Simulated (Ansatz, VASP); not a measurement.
La in VASP and in Ansatz

The input INCAR:

```
SYSTEM = La
PREC     = Accurate       ! precision mode
ENCUT    = 600            ! plane-wave cutoff, eV
EDIFF    = 1E-6           ! SCF threshold, eV
ISMEAR   = -1             ! smearing method
SIGMA    = 0.1            ! smearing width, eV
LREAL    = .FALSE.        ! projectors in reciprocal space
LASPH    = .TRUE.         ! aspherical terms in the spheres
NELM     = 60             ! most SCF steps
ALGO     = Normal         ! electronic algorithm
ISIF     = 3              ! what is computed and relaxed
LWAVE    = .FALSE.        ! write WAVECAR
LCHARG   = .FALSE.        ! write CHGCAR
GGA      = RE             ! functional
IBRION   = 2              ! ionic algorithm
NSW      = 80             ! ionic steps
EDIFFG   = -0.01          ! ionic threshold
```

File KPOINTS:

```
Automatic mesh
0
G
  8 8 8
  0 0 0
```

Contents of POSCAR:

```
La
1.0
    0.0000000000      3.6965376151      3.6965376151
    3.6965376151      0.0000000000      3.6965376151
    3.6965376151      3.6965376151      0.0000000000
La
2
Direct
    0.1250000000      0.1250000000      0.1250000000
    0.8750000000      0.8750000000      0.8750000000
```

Input for Ansatz:

```yaml
crystal:
  lattice:
    - [0.0, 3.6965376151, 3.6965376151]
    - [3.6965376151, 0.0, 3.6965376151]
    - [3.6965376151, 3.6965376151, 0.0]
  atoms:
    - { symbol: La, position: [0.125, 0.125, 0.125] }
    - { symbol: La, position: [0.875, 0.875, 0.875] }
hamiltonian:
  xc: revpbe
  pseudopotentials:
    kind: paw
    azcp:
      La: "pseudopotentials/La.paw.azcp"
basis:
  ecutwfc: 420
  fft_grid_basis: typed
kpoints:
  mp_grid: { grid: [8, 8, 8], shift: [0, 0, 0] }
magnetization:
  spin_polarized: false
scf:
  occupations: { method: fermi_dirac, width: 0.1 }
relax:
  max_steps: 60
  f_tol: 0.01
  cell: {}
```

The cell was built by a generator and needn't be a form met in nature.

Alike in both runs: task relaxation of cell and atoms; functional revPBE; k mesh 8 × 8 × 8; occupations fermi-dirac, width 0.1 eV; no spin polarisation.

|  | VASP | Ansatz |
| --- | --- | --- |
| version | VASP 6.6.1 | Ansatz 0.2.0 |
| potentials or method | VASP PAW PBE potentials, release 64 (La) | plane waves (420 eV) with PAW, scalar-relativistic |
| plane-wave cutoff (eV) | 600 | 420 |
| valence electrons in the cell | 22 | 22 |

```tsv
	VASP	Ansatz	Ansatz less VASP
relaxed volume (Å³/atom)	38.16	38.19	+0.035
relaxed cell length with the largest relative difference (Å)	4.761	4.763	+0.0015
energy change over the relaxation (meV/atom)	-214	-214	-0.6
```

Caveats: the volume moved by over 15 % at a fixed basis, so the end points are rough (VASP); the PAW data sets were made with another functional, which shifts forces and pressure a little (VASP). Spin-orbit coupling is left out, which matters for the levels of La.
